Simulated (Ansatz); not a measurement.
Ti3SiC2 in space group P6_3/mmc (No. 194; Ti on 4f, Ti on 2a, Si on 2b, C on 4f) under volume change, plane-wave PAW PBEsol (Ansatz code), shape and atoms relaxed at each volume.

```tsv
V (Å³/atom)	E − E(relaxed) (meV/atom)	P (GPa)
10.684	___	___
11.036	28.9	13.88
11.389	6.8	6.39
11.741	0.0	0.00
12.093	6.2	-5.46
12.445	23.4	-10.10
12.797	___	___
```

Some entries are withheld; supply them.


- 12.797, E − E(relaxed) (meV/atom): 50.1
- 12.797, P (GPa): -14.04
- 10.684, E − E(relaxed) (meV/atom): 68.8
- 10.684, P (GPa): 22.64

What does a third-order Birch–Murnaghan fit give for V₀, B₀ and B′?

V₀ = 11.74 Å³/atom, B₀ = 196 GPa, B′ = 4.3.

The PBEsol relaxation kept the symmetry of its start; of distortions, only those at the zone centre were tested. The run is not spin-polarised.

Potentials: the later of the program's two PAW sets.
